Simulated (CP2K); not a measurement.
Wanted: the native input for a CP2K 2026.2 run.

```
Task                                : single point
Functional                          : r2SCAN
Potentials or basis                 : POTENTIAL_UZH Bi GTH-SCAN-q5; TZVP-MOLOPT-SCAN-GTH basis
Density cutoff                      : 9184 eV
k mesh                              : 7 × 7 × 7
Occupations                         : fermi-dirac, width 0.05 eV
Spin                                : no spin polarisation
SCF solver                          : diagonalisation with k points
Quickstep method                    : GPW
EPS_DEFAULT                         : 1.0E-9
EPS_SCF                             : 1.0E-6
MAX_SCF                             : 100
SCF_GUESS                           : ATOMIC
k points reduced by the point group : yes
Mesh centred on Gamma               : yes
CHOLESKY                            : OFF
EPS_EIGVAL                          : 1.0E-7
MIXING METHOD                       : BROYDEN_MIXING
MIXING ALPHA                        : 0.4
NBUFFER                             : 8
NGRIDS                              : 5
Basis sets                          : Bi TZVP-MOLOPT-SCAN-GTH-q5
Potentials                          : Bi GTH-SCAN-q5 of POTENTIAL_UZH
ADDED_MOS                           : [10]
REL_CUTOFF (Ry)                     : 60 Ry
MIXING BETA (1/bohr)                : 1.5 1/bohr
CUTOFF of the grids                 : 675 Ry
```

The system is Bi.

```
CELL_PARAMETERS angstrom
4.72898 0.00000 0.00000
2.55449 3.97968 0.00000
2.55449 1.39577 3.72688
ATOMIC_POSITIONS crystal
Bi 0.76600 0.76600 0.76600
Bi 0.23400 0.23400 0.23400
```

One way to write it, as run:

bi_scf.inp

```
&GLOBAL
  PROJECT bi_scf
  RUN_TYPE ENERGY_FORCE
  PRINT_LEVEL LOW
&END GLOBAL
&FORCE_EVAL
  METHOD QS
  STRESS_TENSOR ANALYTICAL
  &DFT
    BASIS_SET_FILE_NAME BASIS_MOLOPT_UZH
    POTENTIAL_FILE_NAME POTENTIAL_UZH
    &MGRID
      CUTOFF 675
      REL_CUTOFF 60
      NGRIDS 5
    &END MGRID
    &QS
      METHOD GPW
      EPS_DEFAULT 1.0E-9
    &END QS
    &KPOINTS
      SCHEME MONKHORST-PACK 7 7 7
      GAMMA_CENTERED T
      SYMMETRY T
      SYMMETRY_BACKEND SPGLIB
    &END KPOINTS
    &SCF
      SCF_GUESS ATOMIC
      EPS_SCF 1.0E-6
      MAX_SCF 100
      ADDED_MOS 10
      CHOLESKY OFF
      EPS_EIGVAL 1.0E-7
      &DIAGONALIZATION ON
        ALGORITHM STANDARD
      &END DIAGONALIZATION
      &MIXING ON
        METHOD BROYDEN_MIXING
        ALPHA 0.4
        BETA 1.5
        NBUFFER 8
      &END MIXING
      &SMEAR ON
        METHOD FERMI_DIRAC
        ELECTRONIC_TEMPERATURE [K] 580.226
      &END SMEAR
    &END SCF
    &XC
      &XC_FUNCTIONAL
        &MGGA_X_R2SCAN
        &END MGGA_X_R2SCAN
        &MGGA_C_R2SCAN
        &END MGGA_C_R2SCAN
      &END XC_FUNCTIONAL
    &END XC
    &PRINT
      &KPOINTS ON
      &END KPOINTS
      &MULLIKEN ON
      &END MULLIKEN
      &MO ON
        ENERGIES T
        OCCUPATION_NUMBERS T
        &EACH
          QS_SCF 0
        &END EACH
        ADD_LAST NUMERIC
      &END MO
    &END PRINT
  &END DFT
  &SUBSYS
    &CELL
      A 4.7289800521 0.0000000000 0.0000000000
      B 2.5544916029 3.9796764924 0.0000000000
      C 2.5544916029 1.3957698558 3.7268822753
      PERIODIC XYZ
    &END CELL
    &COORD
      Bi  7.5358798556 4.1175919027 2.8547918229
      Bi  2.3020834023 1.2578544455 0.8720904524
    &END COORD
    &KIND Bi
      BASIS_SET TZVP-MOLOPT-SCAN-GTH-q5
      POTENTIAL GTH-SCAN-q5
    &END KIND
    &PRINT
      &ATOMIC_COORDINATES ON
      &END ATOMIC_COORDINATES
      &CELL ON
      &END CELL
      &SYMMETRY ON
      &END SYMMETRY
    &END PRINT
  &END SUBSYS
  &PRINT
    &FORCES ON
    &END FORCES
    &STRESS_TENSOR ON
    &END STRESS_TENSOR
  &END PRINT
&END FORCE_EVAL
```

Potentials or basis: POTENTIAL_UZH Bi GTH-SCAN-q5; TZVP-MOLOPT-SCAN-GTH basis.

Run with:

```bash
$ OMP_NUM_THREADS=1 cp2k.psmp -i bi_scf.inp -o bi_scf.out
```

It gave:

```
Pressure               : -0.3 GPa
Largest force          : 0.075 eV/Å
Band gap on the k mesh : 0.33 eV, indirect (least direct gap 0.66 eV)
```

Caveat: spin-orbit coupling is left out, which as a rule narrows the gap of such compounds by several tenths of an eV; an odd mesh through Γ misses points on the zone boundary, where band edges often lie; the basis of atomic orbitals isn't converged, which shifts pressures, moduli and gaps.

Wall time 2.2 min on 1 thread of AMD EPYC 7R32 (Zen 2), with other jobs on the host, peak memory 0.5 GiB.
